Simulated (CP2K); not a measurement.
Runs of CP2K 2026.2 on Ti. Symmetry: P6_3/mmc, No. 194, hexagonal system. Conventional cell: a = 2.950 Å, b = 2.950 Å, c = 4.680 Å, α = 90.00°, β = 90.00°, γ = 120.00°. Ti (site symmetry -6m2) is surrounded by 12 Ti at 2.89 to 2.95 Å. 

| task | level | smearing | NGRIDS | shape of the broadening | broadening of the DOS (eV) | step of the DOS (eV) | cutoff radius of the dispersion sum (A) | gap on the mesh (eV) | pressure (GPa) |
| --- | --- | --- | --- | --- | --- | --- | --- | --- | --- |
| density of states | PBEsol+D3(BJ) | methfessel-paxton 0.1 eV | 5 | LORENTZIAN | 0.2 eV | 0.05 eV | 20 | none | -10.9 |
| single point | PBE | gaussian 0.1 eV | 4 | - | - | - | - | none | -1.4 |
| density of states | PBEsol | methfessel-paxton 0.2 eV | 5 | LORENTZIAN | 0.15 eV | 0.05 eV | - | none | -5.5 |
| single point | PBE | gaussian 0.05 eV | 4 | - | - | - | - | none | (a) |

Alike in all rows: potentials or basis POTENTIAL_UZH Ti GTH-PBE-q12; TZVP-MOLOPT-PBE-GTH basis; no spin polarisation; cell as given; k mesh 10 × 10 × 6.

Question: Fill in the values left out.

Answer: (a) -1.3.

Caveats: the basis of atomic orbitals isn't converged, which shifts pressures, moduli and gaps; the potentials were made for another functional, which shifts forces and pressure (some runs); pairwise dispersion overbinds metals, which lowers pressure and volume (some runs).

A gap of «none» marks a metal or a gap under the smearing width.
